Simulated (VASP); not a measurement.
# InPd (Pm-3m) in VASP: further runs

The runs below take InPd through single point, with r2SCAN.

Everything below comes from runs of VASP 6.6.1. Logs are shortened: lines on timing, memory, paths and dates and some standing lists are left out, and cuts for length are marked.

**1. Starting point**

The structure is cubic, space group Pm-3m (No. 221). The conventional cell has a = 3.272 Å, b = 3.272 Å, c = 3.272 Å, α = 90.00°, β = 90.00°, γ = 90.00°. In (site symmetry m-3m) has 8 Pd at 2.83 Å as nearest neighbours. Pd (site symmetry m-3m) has 8 In at 2.83 Å as nearest neighbours.

The cell comes from a database or a generator and needn't be the stable form of this composition.

**2. Single point, r2SCAN**

INCAR

```
  PREC = Accurate
  ENCUT = 400
  EDIFF = 1E-6
  ISMEAR = 0
  SIGMA = 0.15
  LREAL = Auto
  LASPH = T
  NELM = 100
  ALGO = Normal
  ISIF = 2
  LWAVE = F
  LCHARG = F
  METAGGA = R2SCAN
  LMIXTAU = T
  ADDGRID = F
```

KPOINTS

```
regular mesh
0
Gamma
  6 6 6
```

POSCAR

```
InPd
1.0
    3.2718847800      0.0000000000      0.0000000000
    0.0000000000      3.2718847800      0.0000000000
    0.0000000000      0.0000000000      3.2718847800
In Pd
1 1
Direct
    0.0000000000      0.0000000000      0.0000000000
    0.5000000000      0.5000000000      0.5000000000
```

Potentials or basis: VASP PAW PBE potentials, release 64 (In_d, Pd).

Started as:

```console
cat potpaw_PBE.64/In_d/POTCAR potpaw_PBE.64/Pd/POTCAR > POTCAR
mpirun -np 1 vasp_std > vasp.out
```

OUTCAR:

```text
PREC = Accurate
   ENCUT = 400
   EDIFF = 1E-6
   ISMEAR = 0
   LREAL = Auto
   LASPH = T
   NELM = 100
   ISIF = 2
   METAGGA = R2SCAN

 Found     20 irreducible k-points:

 Following reciprocal coordinates:
            Coordinates               Weight
  0.000000  0.000000  0.000000      1.000000
  0.166667  0.000000  0.000000      6.000000
  0.333333  0.000000  0.000000      6.000000
  0.500000  0.000000  0.000000      3.000000
  0.166667  0.166667  0.000000     12.000000
  0.333333  0.166667  0.000000     24.000000
   k-points           NKPTS =     20   k-points in BZ     NKDIM =     20   number of bands    NBANDS=     15
   number of dos      NEDOS =    301   number of ions     NIONS =      2
   total plane-waves  NPLWV =  13824
   dimension x,y,z NGX =    24 NGY =   24 NGZ =   24
   dimension x,y,z NGXF=    48 NGYF=   48 NGZF=   48
   ions per type =               1   1
   NGX,Y,Z   is equivalent  to a cutoff of  12.19, 12.19, 12.19 a.u.
   NGXF,Y,Z  is equivalent  to a cutoff of  24.39, 24.39, 24.39 a.u.
 SYSTEM =  unknown system
   PREC   = accura    normal or accurate (medium, high low for compatibility)
   ISTART =      0    job   : 0-new  1-cont  2-samecut
   ICHARG =      2    charge: 1-file 2-atom 10-const
   ISPIN  =      1    spin polarized calculation?
   LNONCOLLINEAR =      F non collinear calculations
   LSORBIT =      F    spin-orbit coupling
   LASPH  =      T    aspherical Exc in radial PAW
   ENCUT  =  400.0 eV  29.40 Ry    5.42 a.u.   5.34  5.34  5.34*2*pi/ulx,y,z
   NELM   =    100;   NELMIN=  2; NELMDL= -5     # of ELM steps
   EDIFF  = 0.1E-05   stopping-criterion for ELM
   LREAL  =      T    real-space projection
   EDIFFG = 0.1E-04   stopping-criterion for IOM
   NSW    =      0    number of steps for IOM
   IBRION =     -1    ionic relax: 0-MD 1-quasi-New 2-CG
   NFREE  =      0    steps in history (QN), initial steepest desc. (CG)
   ISIF   =      2    stress and relaxation
   ISYM   =      2    0-nonsym 1-usesym 2-fastsym
   POTIM  = 0.5000    time-step for ionic-motion
   TEBEG  =    0.0;   TEEND  =   0.0 temperature during run
   PSTRESS=    0.0 pullay stress
   NELECT =      23.0000    total number of electrons
   NUPDOWN=      -1.0000    fix difference up-down
   EMIN   =  10.00;   EMAX   =-10.00  energy-range for DOS
   EFERMI =   0.00;   METHOD = LEGACY
   ISMEAR =     0;   SIGMA  =   0.15  broadening in eV -4-tet -1-fermi 0-gaus
   EFERMI_NEDOS =   21; number of points for ismear=-14 and -15
   IALGO  =     38    algorithm
   IMIX   =      4    mixing-type and parameters
     AMIX     =   0.40;   BMIX     =  1.00
     AMIX_MAG =   1.60;   BMIX_MAG =  1.00
  volume/ion in A,a.u.               =      17.51       118.18
  Fermi-wavevector in a.u.,A,eV,Ry     =   1.422938  2.688964 27.548447  2.024754
  Thomas-Fermi vector in A             =   2.543589
   LORBIT       =      0    0 simple, 1 ext, 2 COOP (PROOUT), +10 PAW based schemes
   METAGGA = R2SCAN    functional components
   LHFCALC =     F    Hartree Fock is set to
   AEXX    =    0.0000 exact exchange contribution
   IVDW    =     0    specifies the selected vdW correction
   LEPSILON=     F    determine dielectric tensor
   LRPA    =     F    only Hartree local field effects (RPA)
 non-spin polarized calculation
 Gauss-broadening in eV      SIGMA  =   0.15
  energy-cutoff  :      400.00
  volume of cell :       35.03
 maximum number of plane-waves:       655
 NGX is ok and might be reduce to    24
   NGX = 11   NGY = 11   NGZ = 11

 number of electron      22.9999997 magnetization

 Free energy of the ion-electron system (eV)
  ---------------------------------------------------
  ext. energy  EPLUGINS =         0.00000000
  ---------------------------------------------------
  free energy    TOTEN  =       -46.61199322 eV

  energy without entropy =      -46.60327978  energy(sigma->0) =      -46.60763650

 E-fermi :  10.4588     XC(G=0): -13.2472

 val. band max:       10.3122991818   @ k =   0.3333   0.3333   0.0000
 cond. band min:      10.5459943903   @ k =   0.5000   0.3333   0.3333
 fundamental gap:      0.2336952084
 Fermi energy:        10.4588362247

 k-point     1 :       0.0000    0.0000    0.0000
  band No.  band energies     occupation
      1      -5.1364      2.00000
      2      -5.1364      2.00000
      3      -4.7118      2.00000
      4      -4.7118      2.00000
      5      -4.7118      2.00000
      6      -0.0453      2.00000
      7       6.3754      2.00000
      8       6.3754      2.00000
      9       7.9896      2.00000
     10       7.9896      2.00000
     11       7.9896      2.00000
     12      14.9130      0.00000
     13      14.9130      0.00000
     14      14.9130      0.00000
     15      20.5249      0.00000

 k-point     2 :       0.1667    0.0000    0.0000
  band No.  band energies     occupation
      1      -5.1211      2.00000
      2      -5.0444      2.00000
      3      -4.7399      2.00000
      4      -4.7399      2.00000
      5      -4.7035      2.00000
      6       0.4158      2.00000
      7       6.3820      2.00000
      8       6.4224      2.00000
      9       7.6883      2.00000
     10       7.6883      2.00000
     11       7.9710      2.00000
     12      12.5051      0.00000
     13      15.7888      0.00000
     14      15.7888      0.00000
     15      20.8761      0.00000
[... 41 lines left out ...]
      3      -4.7788      2.00000
      4      -4.7479      2.00000
      5      -4.7239      2.00000
      6       0.8659      2.00000
      7       6.4083      2.00000
      8       6.5241      2.00000
      9       7.3719      2.00000
     10       7.5858      2.00000
     11       7.8700      2.00000
     12      13.0325      0.00000
     13      13.3840      0.00000
     14      16.5279      0.00000
     15      20.9591      0.00000

 k-point     6 :       0.3333    0.1667    0.0000
  band No.  band energies     occupation
      1      -5.0347      2.00000
      2      -4.8545      2.00000
      3      -4.8135      2.00000
      4      -4.8018      2.00000
      5      -4.7263      2.00000
      6       2.1636      2.00000
      7       5.9774      2.00000
      8       6.5722      2.00000
      9       7.1512      2.00000
     10       7.2736      2.00000
     11       7.8252      2.00000
     12      10.1888      1.98910
     13      14.9359      0.00000
     14      18.4545      0.00000
     15      20.0601      0.00000

 [... further k-points ...]

------------------------ aborting loop because EDIFF is reached ----------------------------------------

  FORCE on cell =-STRESS in cart. coord.  units (eV):
  Direction    XX          YY          ZZ          XY          YZ          ZX
  --------------------------------------------------------------------------------------
  -------------------------------------------------------------------------------------
  Total        0.0192280      0.0192280      0.0192280     -0.0000000      0.0000000      0.0000000
  in kB        0.8795315      0.8795315      0.8795315     -0.0000000      0.0000000      0.0000000
  external PRESSURE =       0.8795315 kB  Pullay stress =       0.0000000 kB

 VOLUME and BASIS-vectors are now :
 -----------------------------------------------------------------------------
  energy-cutoff  :      400.00
  volume of cell :       35.03
      direct lattice vectors                 reciprocal lattice vectors
     3.271884780  0.000000000  0.000000000     0.305634234  0.000000000  0.000000000
     0.000000000  3.271884780  0.000000000     0.000000000  0.305634234  0.000000000
     0.000000000  0.000000000  3.271884780     0.000000000  0.000000000  0.305634234

 POSITION                                       TOTAL-FORCE (eV/Angst)
 -----------------------------------------------------------------------------------
      0.00000      0.00000      0.00000         0.000000      0.000000      0.000000
      1.63594      1.63594      1.63594         0.000000      0.000000      0.000000
 -----------------------------------------------------------------------------------
    total drift:                                0.000000      0.000000     -0.000000

  FREE ENERGIE OF THE ION-ELECTRON SYSTEM (eV)
  ---------------------------------------------------
  free  energy   TOTEN  =       -46.6119932249 eV

  energy  without entropy=      -46.6032797838  energy(sigma->0) =      -46.60763650
```

stdout:

```text
POSCAR found type information on POSCAR InPd
 POSCAR found :  2 types and       2 ions
 scaLAPACK will be used
 -----------------------------------------------------------------------------
|                                                                             |
|                                                                             |
|     You have a (more or less) 'small supercell' and for smaller cells       |
|     it is recommended to use the reciprocal-space projection scheme!        |
|     The real-space optimization is not efficient for small cells and it     |
|     is also less accurate ...                                               |
|     Therefore, set LREAL=.FALSE. in the INCAR file.                         |
|                                                                             |
 -----------------------------------------------------------------------------

 -----------------------------------------------------------------------------
|                                                                             |
|                                                                             |
|     You enforced a specific xc type in the INCAR file but a different       |
|     I HOPE YOU KNOW WHAT YOU ARE DOING!                                     |
|                                                                             |
 -----------------------------------------------------------------------------

 LDA part: xc-table for (None), standard interpolation
 POSCAR, INCAR and KPOINTS ok, starting setup
 FFT: planning ... GRIDC
 FFT: planning ... GRID_SOFT
 FFT: planning ... GRID
 WAVECAR not read
 entering main loop
```

Wall time 19 s (1 thread of Intel Xeon 6975P-C (Granite Rapids), shared host); peak memory 0.14 GiB.

The run converged, but some of its settings lie outside the range that counts as converged, so its numbers aren't taken as properties of the crystal.

What came out:

* Free energy: -46.6120 eV
* Pressure: 0.1 GPa
* Band gap on the k mesh: none (metal or under the smearing width)

Caveat: the PAW data sets were made with another functional, which shifts forces and pressure a little.

[end of part 1 of 2]
